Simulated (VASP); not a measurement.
A run of VASP 6.6.1:

The input INCAR:

```
ALGO = Fast ; EDIFF = 1E-7
EDIFFG = -0.01 ; ENCUT = 600
GGA = PE ; IBRION = 2
ISIF = 3 ; ISMEAR = 0
LASPH = T ; LCHARG = F
LREAL = F ; LWAVE = F
NELM = 100 ; NSW = 100
PREC = Accurate ; SIGMA = 0.1
```

Contents of KPOINTS:

```
k-points
0
Gamma
  14 14 14
```

Contents of POSCAR:

```
Si2W
1.0
    0.0000000000      2.9470898269      2.9470898269
    2.9470898269      0.0000000000      2.9470898269
    2.9470898269      2.9470898269      0.0000000000
Si W
2 1
Direct
    0.2500000000      0.2500000000      0.2500000000
    0.7500000000      0.7500000000      0.7500000000
    0.0000000000      0.0000000000      0.0000000000
```

Potentials or basis: VASP PAW PBE potentials, release 64 (Si, W_sv).

The run is started by

```console
$ cat potpaw_PBE.64/Si/POTCAR potpaw_PBE.64/W_sv/POTCAR > POTCAR
$ mpirun -np 1 vasp_std > vasp.out
```

Hardware: 1 thread of AMD EPYC 7R43 64-Core Processor (Zen 3), on a shared host.

How long does it take, and how much memory?

Wall time 7.5 min on 1 thread of AMD EPYC 7R43 64-Core Processor (Zen 3), with other jobs on the host, peak memory 0.25 GiB. Counts: scf iterations 36, k points 104, ion steps 3.
